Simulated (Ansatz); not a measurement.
**Electric field gradients in Al₃Cu**

All numbers below come from DFT PBEsol, scalar-relativistic, plane waves, PAW in Ansatz. Cutoff 420 eV, 16×16×6 k-points (Γ-centred), Fermi-Dirac smearing of 0.15 eV. No spin polarisation.

The cell, relaxed at this level:
```
CELL_PARAMETERS angstrom
2.78597 0.00000 0.00000
0.00000 2.78597 0.00000
0.00000 0.00000 7.56978
ATOMIC_POSITIONS crystal
Al 0.00000 0.00000 0.50000
Al 0.50000 0.50000 0.22139
Al 0.50000 0.50000 0.77861
Cu 0.00000 0.00000 0.00000
```

In a metal these results depend on the k mesh and the smearing.

Give V_zz (10²¹ V/m²) and the asymmetry η at each distinct site.

Answers

```
       atom V_zz     η
Al (atom 1)  0.594  0.00
Al (atom 2)  0.013  0.00
Cu (atom 4)  0.135  0.00
```

Whether Al3Cu exists in this form wasn't checked.